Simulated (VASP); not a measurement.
Consider the following.

```
NaBr
1.0
    0.00000     3.00907     3.00907
    3.00907     0.00000     3.00907
    3.00907     3.00907     0.00000
Na Br
1 1
Direct
  0.00000   0.00000   0.00000
  0.46677   0.46677   0.53323
```

These are PBE GGA, VASP's PBE PAW potentials (set 64) (plane waves; VASP) values and carry that method's errors. Run with 480 eV cut-off, 8×8×8 Γ-centred mesh, Gaussian smearing of 0.050 eV, potentials Na_pv Br.

What does the run give for the energy per atom (σ→0), largest force, band gap (on the k-mesh) with the smallest direct gap where there is one?

The band gap (on the k-mesh) is 4.10 eV. The smallest direct gap (on the k-mesh) is 4.10 eV. The energy per atom (σ→0) is -3.049 eV/atom and the largest force comes out as 0.243 eV/Å.

Only differences to runs with the same potentials and settings are physical.

The compound is NaBr in the rock salt structure. This cell was strained or had an atom moved on purpose.
